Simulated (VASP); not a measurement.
# GePt in VASP: work function with PBE

Aim: the work function of GePt with PBE.

Everything below comes from runs of VASP 6.6.1. Logs are shortened: lines on timing, memory, paths and dates and some standing lists are left out, and cuts for length are marked.

**1. The cell of the first run**

The cell holds a slab with vacuum, 12 atoms: a = 3.701 Å, b = 5.732 Å, c = 23.036 Å, α = 90.00°, β = 90.00°, γ = 90.00°.

**2. Work function, PBE (the (0 0 1) slab of GePt, cut from the database cell, not relaxed)**

File INCAR:

```
ALGO     = Fast           # electronic algorithm
DIPOL    = 0.5 0.5 0.500
EDIFF    = 1E-6           # SCF threshold, eV
ENCUT    = 520            # plane-wave cutoff, eV
GGA      = PE             # functional
IDIPOL   = 3            
ISIF     = 2              # what is computed and relaxed
ISMEAR   = 0              # smearing method
LASPH    = T              # aspherical terms in the spheres
LCHARG   = T              # write CHGCAR
LDIPOL   = T            
LELF     = T              # ELF
LREAL    = F              # projectors in reciprocal space
LVACPOTAV= T            
LVHAR    = T            
LWAVE    = F              # write WAVECAR
NELM     = 100            # most SCF steps
PREC     = Accurate       # precision mode
SIGMA    = 0.05           # smearing width, eV
```

File KPOINTS:

```
k-points
0
Gamma
  7 5 1
```

File POSCAR:

```
GePt
1.0
    3.7010000000      0.0000000000      0.0000000000
    0.0000000000      5.7320000000      0.0000000000
    0.0000000000      0.0000000000     23.0361600000
Ge Pt
6 6
Direct
    0.7500000000      0.6950000000      0.3255750958
    0.7500000000      0.1950000000      0.4101447463
    0.2500000000      0.8050000000      0.4577151748
    0.2500000000      0.3050000000      0.5422848252
    0.7500000000      0.6950000000      0.5898552537
    0.7500000000      0.1950000000      0.6744249042
    0.2500000000      0.9900000000      0.3533245124
    0.2500000000      0.4900000000      0.3823953298
    0.7500000000      0.5100000000      0.4854645913
    0.7500000000      0.0100000000      0.5145354087
    0.2500000000      0.9900000000      0.6176046702
    0.2500000000      0.4900000000      0.6466754876
```

Potentials or basis: VASP PAW PBE potentials, release 64 (Ge_d, Pt).

Launch:

```sh
$ cat potpaw_PBE.64/Ge_d/POTCAR potpaw_PBE.64/Pt/POTCAR > POTCAR
$ mpirun -np 1 vasp_std > vasp.out
```

OUTCAR:

```text
EDIFF = 1E-6
   ENCUT = 520
   GGA = PE
   ISIF = 2
   ISMEAR = 0
   LASPH = T
   LREAL = F
   NELM = 100
   PREC = Accurate

 ion  position               nearest neighbor table
   1  0.750  0.695  0.326-   8 2.55   8 2.55   7 2.59   7 2.59
   2  0.750  0.195  0.410-   9 2.50   7 2.55   7 2.55   8 2.59   8 2.59  10 2.63
   3  0.250  0.805  0.458-   8 2.50  10 2.55  10 2.55   9 2.59   9 2.59   7 2.63
   4  0.250  0.305  0.542-  11 2.50   9 2.55   9 2.55  10 2.59  10 2.59  12 2.63
   5  0.750  0.695  0.590-  10 2.50  12 2.55  12 2.55  11 2.59  11 2.59   9 2.63
   6  0.750  0.195  0.674-  11 2.55  11 2.55  12 2.59  12 2.59
   7  0.250  0.990  0.353-   2 2.55   2 2.55   1 2.59   1 2.59   3 2.63   8 2.94   8 2.94
   8  0.250  0.490  0.382-   3 2.50   1 2.55   1 2.55   2 2.59   2 2.59   7 2.94   7 2.94   9 3.01
                             9 3.01
   9  0.750  0.510  0.485-   2 2.50   4 2.55   4 2.55   3 2.59   3 2.59   5 2.63  10 2.94  10 2.94
                             8 3.01   8 3.01
  10  0.750  0.010  0.515-   5 2.50   3 2.55   3 2.55   4 2.59   4 2.59   2 2.63   9 2.94   9 2.94
                            11 3.01  11 3.01
  11  0.250  0.990  0.618-   4 2.50   6 2.55   6 2.55   5 2.59   5 2.59  12 2.94  12 2.94  10 3.01
                            10 3.01
  12  0.250  0.490  0.647-   5 2.55   5 2.55   6 2.59   6 2.59   4 2.63  11 2.94  11 2.94

  LATTYP: Found a simple orthorhombic cell.
 ALAT       =     3.7010000000
 B/A-ratio  =     1.5487706025
 C/A-ratio  =     6.2243069441

  Lattice vectors:

 A1 = (   3.7010000000,   0.0000000000,   0.0000000000)
 A2 = (   0.0000000000,   5.7320000000,   0.0000000000)
 A3 = (   0.0000000000,   0.0000000000,  23.0361600000)

Analysis of symmetry for initial positions (statically):
=====================================================================
 Subroutine PRICEL returns:
 Original cell was already a primitive cell.

 Routine SETGRP: Setting up the symmetry group for a
 simple orthorhombic supercell.

 Subroutine GETGRP returns: Found  4 space group operations
 (whereof  1 operations were pure point group operations)
 out of a pool of  8 trial point group operations.

The static configuration has the point symmetry C_1 .
 The point group associated with its full space group is C_2v.

Analysis of symmetry for dynamics (positions and initial velocities):
=====================================================================
 Subroutine PRICEL returns:
 Original cell was already a primitive cell.

 Routine SETGRP: Setting up the symmetry group for a
 simple orthorhombic supercell.

 Subroutine GETGRP returns: Found  4 space group operations
 (whereof  1 operations were pure point group operations)
 out of a pool of  8 trial point group operations.

The dynamic configuration has the point symmetry C_1 .
 The point group associated with its full space group is C_2v.

 Subroutine INISYM returns: Found  4 space group operations
 (whereof  1 operations are pure point group operations),
 and found     1 'primitive' translations

----------------------------------------------------------------------------------------

                                     Primitive cell

  volume of cell :     488.6921

  direct lattice vectors                    reciprocal lattice vectors
     3.701000000  0.000000000  0.000000000     0.270197244  0.000000000  0.000000000
     0.000000000  5.732000000  0.000000000     0.000000000  0.174459177  0.000000000
     0.000000000  0.000000000 23.036160000     0.000000000  0.000000000  0.043410013

  length of vectors
     3.701000000  5.732000000 23.036160000     0.270197244  0.174459177  0.043410013

  position of ions in fractional coordinates (direct lattice)
     0.750000000  0.695000000  0.325575096
     0.750000000  0.195000000  0.410144746
     0.250000000  0.805000000  0.457715175
     0.250000000  0.305000000  0.542284825
     0.750000000  0.695000000  0.589855254
     0.750000000  0.195000000  0.674424904
     0.250000000  0.990000000  0.353324512
     0.250000000  0.490000000  0.382395330
     0.750000000  0.510000000  0.485464591
     0.750000000  0.010000000  0.514535409
     0.250000000  0.990000000  0.617604670
     0.250000000  0.490000000  0.646675488

  ion indices of the primitive-cell ions
   primitive index   ion index
                 1           1
                 2           2
                 3           3
                 4           4
                 5           5
                 6           6
                 7           7
                 8           8
                 9           9
                10          10
                11          11
                12          12

----------------------------------------------------------------------------------------

 KPOINTS: k-points

Automatic generation of k-mesh.
 Grid dimensions read from file:
 generate k-points for:    7    5    1

 Generating k-lattice:

  Cartesian coordinates                     Fractional coordinates (reciprocal lattice)
     0.038599606  0.000000000  0.000000000     0.142857143  0.000000000  0.000000000
     0.000000000  0.034891835  0.000000000     0.000000000  0.200000000  0.000000000
     0.000000000  0.000000000  0.043410013     0.000000000  0.000000000  1.000000000

  Length of vectors
     0.038599606  0.034891835  0.043410013

  Shift w.r.t. Gamma in fractional coordinates (k-lattice)
     0.000000000  0.000000000  0.000000000

 Subroutine IBZKPT returns following result:
 ===========================================

 Found     12 irreducible k-points:

 Following reciprocal coordinates:
            Coordinates               Weight
  0.000000  0.000000  0.000000      1.000000
  0.142857  0.000000  0.000000      2.000000
  0.285714  0.000000  0.000000      2.000000
  0.428571  0.000000  0.000000      2.000000
  0.000000  0.200000  0.000000      2.000000
  0.142857  0.200000  0.000000      4.000000
  0.285714  0.200000  0.000000      4.000000
  0.428571  0.200000  0.000000      4.000000
  0.000000  0.400000  0.000000      2.000000
  0.142857  0.400000  0.000000      4.000000
  0.285714  0.400000  0.000000      4.000000
  0.428571  0.400000  0.000000      4.000000
   k-points           NKPTS =     12   k-points in BZ     NKDIM =     12   number of bands    NBANDS=     86
   number of dos      NEDOS =    301   number of ions     NIONS =     12
   total plane-waves  NPLWV = 241920
   dimension x,y,z NGX =    28 NGY =   48 NGZ =  180
   dimension x,y,z NGXF=    56 NGYF=   96 NGZF=  360
   ions per type =               6   6
   NGX,Y,Z   is equivalent  to a cutoff of  12.58, 13.92, 12.99 a.u.
   NGXF,Y,Z  is equivalent  to a cutoff of  25.15, 27.84, 25.98 a.u.
 SYSTEM =  unknown system
   PREC   = accura    normal or accurate (medium, high low for compatibility)
   ISTART =      0    job   : 0-new  1-cont  2-samecut
   ICHARG =      2    charge: 1-file 2-atom 10-const
   ISPIN  =      1    spin polarized calculation?
   LNONCOLLINEAR =      F non collinear calculations
   LSORBIT =      F    spin-orbit coupling
   LASPH  =      T    aspherical Exc in radial PAW
   ENCUT  =  520.0 eV  38.22 Ry    6.18 a.u.   6.88 10.66 42.83*2*pi/ulx,y,z
   NELM   =    100;   NELMIN=  2; NELMDL= -5     # of ELM steps
   EDIFF  = 0.1E-05   stopping-criterion for ELM
   LREAL  =      F    real-space projection
   EDIFFG = 0.1E-04   stopping-criterion for IOM
   NSW    =      0    number of steps for IOM
   IBRION =     -1    ionic relax: 0-MD 1-quasi-New 2-CG
   NFREE  =      0    steps in history (QN), initial steepest desc. (CG)
   ISIF   =      2    stress and relaxation
   ISYM   =      2    0-nonsym 1-usesym 2-fastsym
   POTIM  = 0.5000    time-step for ionic-motion
   TEBEG  =    0.0;   TEEND  =   0.0 temperature during run
   PSTRESS=    0.0 pullay stress
   NELECT =     144.0000    total number of electrons
   NUPDOWN=      -1.0000    fix difference up-down
   EMIN   =  10.00;   EMAX   =-10.00  energy-range for DOS
   EFERMI =   0.00;   METHOD = LEGACY
   ISMEAR =     0;   SIGMA  =   0.05  broadening in eV -4-tet -1-fermi 0-gaus
   EFERMI_NEDOS =   21; number of points for ismear=-14 and -15
   IALGO  =     68    algorithm
   IMIX   =      4    mixing-type and parameters
     AMIX     =   0.40;   BMIX     =  1.00
     AMIX_MAG =   1.60;   BMIX_MAG =  1.00
  volume/ion in A,a.u.               =      40.72       274.82
  Fermi-wavevector in a.u.,A,eV,Ry     =   1.089391  2.058651 16.147031  1.186773
  Thomas-Fermi vector in A             =   2.225593
   LORBIT       =      0    0 simple, 1 ext, 2 COOP (PROOUT), +10 PAW based schemes
   GGA     = PE    functional components
   LHFCALC =     F    Hartree Fock is set to
   AEXX    =    0.0000 exact exchange contribution
   IVDW    =     0    specifies the selected vdW correction
   LEPSILON=     F    determine dielectric tensor
   LRPA    =     F    only Hartree local field effects (RPA)
 non-spin polarized calculation
 RMM-DIIS sequential band-by-band and
 Gauss-broadening in eV      SIGMA  =   0.05
  energy-cutoff  :      520.00
  volume of cell :      488.69
 maximum number of plane-waves:     13189
 NGX is ok and might be reduce to    28
   NGX = 13   NGY = 21   NGZ = 85

 number of electron     144.0000016 magnetization

 dipolmoment           0.000000      0.000000     -0.000000 electrons x Angstroem

 Free energy of the ion-electron system (eV)
  ---------------------------------------------------
  ext. energy  EPLUGINS =         0.00000000
  ---------------------------------------------------
  free energy    TOTEN  =       -66.01568361 eV

  energy without entropy =      -66.00866927  energy(sigma->0) =      -66.01217644

 E-fermi :   0.9803     XC(G=0):  -5.7706

 val. band max:        0.9707931485   @ k =   0.4286   0.4000   0.0000
 cond. band min:       0.9878166380   @ k =   0.2857   0.0000   0.0000
 fundamental gap:      0.0170234895
 Fermi energy:         0.9802769443

 k-point     1 :       0.0000    0.0000    0.0000
  band No.  band energies     occupation
      1     -24.1410      2.00000
      2     -24.1368      2.00000
      3     -24.1360      2.00000
      4     -24.1322      2.00000
      5     -24.1066      2.00000
      6     -24.0987      2.00000
[... 76 lines left out ...]
     83       5.2845      0.00000
     84       6.0309      0.00000

 k-point     2 :       0.1429    0.0000    0.0000
  band No.  band energies     occupation
      1     -24.1408      2.00000
      2     -24.1353      2.00000
      3     -24.1353      2.00000
      4     -24.1326      2.00000
      5     -24.1063      2.00000
      6     -24.0994      2.00000
[... 859 lines left out ...]
     83       5.2176      0.00000
     84       5.4291      0.00000

 k-point    12 :       0.4286    0.4000    0.0000
  band No.  band energies     occupation
      1     -24.1367      2.00000
      2     -24.1366      2.00000
      3     -24.1341      2.00000
      4     -24.1319      2.00000
      5     -24.1034      2.00000
      6     -24.1019      2.00000
[... 76 lines left out ...]
     83       4.8755      0.00000
     84       5.4220      0.00000
 [bands above 84 left out]

------------------------ aborting loop because EDIFF is reached ----------------------------------------

  FORCE on cell =-STRESS in cart. coord.  units (eV):
  Direction    XX          YY          ZZ          XY          YZ          ZX
  --------------------------------------------------------------------------------------
  -------------------------------------------------------------------------------------
  Total        3.7739036     -0.1557377      3.6768740      0.0000000      0.0000000      0.0000000
  in kB       12.3727440     -0.5105860     12.0546325      0.0000000      0.0000000      0.0000000
  external PRESSURE =       7.9722635 kB  Pullay stress =       0.0000000 kB

 VOLUME and BASIS-vectors are now :
 -----------------------------------------------------------------------------
  energy-cutoff  :      520.00
  volume of cell :      488.69
      direct lattice vectors                 reciprocal lattice vectors
     3.701000000  0.000000000  0.000000000     0.270197244  0.000000000  0.000000000
     0.000000000  5.732000000  0.000000000     0.000000000  0.174459177  0.000000000
     0.000000000  0.000000000 23.036160000     0.000000000  0.000000000  0.043410013

 POSITION                                       TOTAL-FORCE (eV/Angst)
 -----------------------------------------------------------------------------------
      2.77575      3.98374      7.50000         0.000000      0.036827     -0.403043
      2.77575      1.11774      9.44816        -0.000000     -0.308283     -0.794933
      0.92525      4.61426     10.54400         0.000000      0.181163     -0.408672
      0.92525      1.74826     12.49216         0.000000      0.181163      0.408672
      2.77575      3.98374     13.58800        -0.000000     -0.308283      0.794933
      2.77575      1.11774     15.53616         0.000000      0.036827      0.403043
      0.92525      5.67468      8.13924         0.000000     -0.084777      0.820456
      0.92525      2.80868      8.80892         0.000000      0.365876     -0.422245
      2.77575      2.92332     11.18324        -0.000000     -0.190807      0.398247
      2.77575      0.05732     11.85292        -0.000000     -0.190807     -0.398247
      0.92525      5.67468     14.22724         0.000000      0.365876      0.422245
      0.92525      2.80868     14.89692         0.000000     -0.084777     -0.820456
 -----------------------------------------------------------------------------------
    total drift:                                0.000000      0.000298     -0.000013

  FREE ENERGIE OF THE ION-ELECTRON SYSTEM (eV)
  ---------------------------------------------------
  free  energy   TOTEN  =       -66.0156836083 eV

  energy  without entropy=      -66.0086692697  energy(sigma->0) =      -66.01217644

 vacuum level on the upper side and lower side of the slab         5.605         5.605
```

Run time: 13 min. Hardware: 1 thread of Intel Xeon 6975P-C (Granite Rapids), shared host; peak memory 0.76 GiB.

Results:

```yaml
Free_energy: -66.0157 eV
Largest_force: 0.853 eV/Å
Band_gap_on_the_k_mesh: none (metal or under the smearing width)
Work_function_of_the_upper_face: 4.62 eV
Work_function_of_the_lower_face: 4.62 eV
```

Forces in eV/Å, atoms in the order of the input:
```
Ge   0.000  0.037 -0.403
Ge   0.000 -0.308 -0.795
Ge   0.000  0.181 -0.409
Ge   0.000  0.181  0.409
Ge   0.000 -0.308  0.795
Ge   0.000  0.037  0.403
Pt   0.000 -0.085  0.820
Pt   0.000  0.366 -0.422
Pt   0.000 -0.191  0.398
Pt   0.000 -0.191 -0.398
Pt   0.000  0.366  0.422
Pt   0.000 -0.085 -0.820
```
